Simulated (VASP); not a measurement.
HfO2, 12 atoms in the cell. The structure is monoclinic, space group P2_1/c (No. 14). Conventional cell: a = 5.118 Å, b = 5.186 Å, c = 5.284 Å, α = 90.00°, β = 99.35°, γ = 90.00°. Hf (site symmetry 1) has 7 O at 2.03 to 2.25 Å as nearest neighbours. Around O (site symmetry 1) lie 4 Hf at 2.14 to 2.25 Å. O (site symmetry 1) has 3 Hf at 2.03 to 2.12 Å as nearest neighbours. 

- Program: VASP 6.6.1
- Task: optical spectrum
- Functional: PBE
- Potentials or basis: VASP PAW PBE potentials, release 64 (Hf_pv, O)
- Cutoff: 520 eV
- k mesh: 6 × 6 × 6
- Occupations: gaussian, width 0.05 eV
- Spin: no spin polarisation
- Further INCAR settings: ALGO = Normal; EDIFF = 1e-06; NBANDS = 68

Potentials or basis: VASP PAW PBE potentials, release 64 (Hf_pv, O).

The run is started by

```console
$ cat potpaw_PBE.64/Hf_pv/POTCAR potpaw_PBE.64/O/POTCAR > POTCAR
$ mpirun -np 1 vasp_std > vasp.out
```

Hardware: 1 thread of Intel(R) Xeon(R) Platinum 8488C (Sapphire Rapids) (shared host).

Problem. How long does it take, and how much memory?

Solution. Wall time 14 min on 1 thread of Intel(R) Xeon(R) Platinum 8488C (Sapphire Rapids), with other jobs on the host, peak memory 1.3 GiB. Counts: scf iterations 16, k points 80.
